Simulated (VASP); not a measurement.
Write the native input for VASP 6.6.1 that does the following.

* Task: relaxation of cell and atoms
* Functional: r2SCAN
* Potentials or basis: VASP PAW PBE potentials, release 64 (Sn_d, O)
* Cutoff: 600 eV
* k mesh: 8 × 8 × 8
* Occupations: gaussian, width 0.02 eV
* Spin: no spin polarisation
* Ladder: gaps
* Further INCAR settings: ALGO = Normal; EDIFF = 1e-07; IBRION = 2; EDIFFG = -0.01; NSW = 60; ISIF = 3

The structure of SnO2 lies in POSCAR:

```
SnO2
1.0
    1.6170930752      0.9336291223      4.8005925840
   -1.6170930752      0.9336291223      4.8005925840
    0.0000000000     -1.8672582446      4.8005925840
Sn O
1 2
Direct
    0.5000000000      0.5000000000      0.5000000000
    0.7628300000      0.7628300000      0.7628300000
    0.2371700000      0.2371700000      0.2371700000
```

Measurements of this composition are mostly on another form, of space group No. 136.

One way to write it, as run:

INCAR

```
  PREC = Accurate
  ENCUT = 600
  EDIFF = 1E-7
  ISMEAR = 0
  SIGMA = 0.02
  LREAL = F
  LASPH = T
  NELM = 60
  ALGO = Normal
  ISIF = 3
  LWAVE = F
  LCHARG = F
  METAGGA = R2SCAN
  LMIXTAU = T
  IBRION = 2
  NSW = 60
  EDIFFG = -0.01
```

KPOINTS

```
Automatic mesh
0
Gamma
  8 8 8
```

Potentials or basis: VASP PAW PBE potentials, release 64 (Sn_d, O).

Command:

```console
$ cat potpaw_PBE.64/Sn_d/POTCAR potpaw_PBE.64/O/POTCAR > POTCAR
$ mpirun -np 1 vasp_std > vasp.out
```

Results of the run:

| Quantity | Value |
| --- | --- |
| Relaxed volume | 12.84 Å³/atom |
| Relaxed cell | a = 4.675 Å, b = 4.675 Å, c = 4.675 Å, α = 40.29°, β = 40.29°, γ = 40.29° |
| Space group after relaxing (to 0.05 Å) | R-3m (No. 166) |
| Energy gained by relaxing | 21.5 meV/atom |
| Ionic steps | 14 |
| Pressure after relaxing | 0.0 GPa |
| Largest force after relaxing | 0.006 eV/Å |
| Band gap on the k mesh | 2.32 eV, direct |

Caveat: the PAW data sets were made with another functional, which shifts forces and pressure a little; spin-orbit coupling is left out, which moves the levels of the heavy elements.

It took 53 min on 1 thread of Intel(R) Xeon(R) 6975P-C (Granite Rapids), on a shared host, peak memory 0.36 GiB.
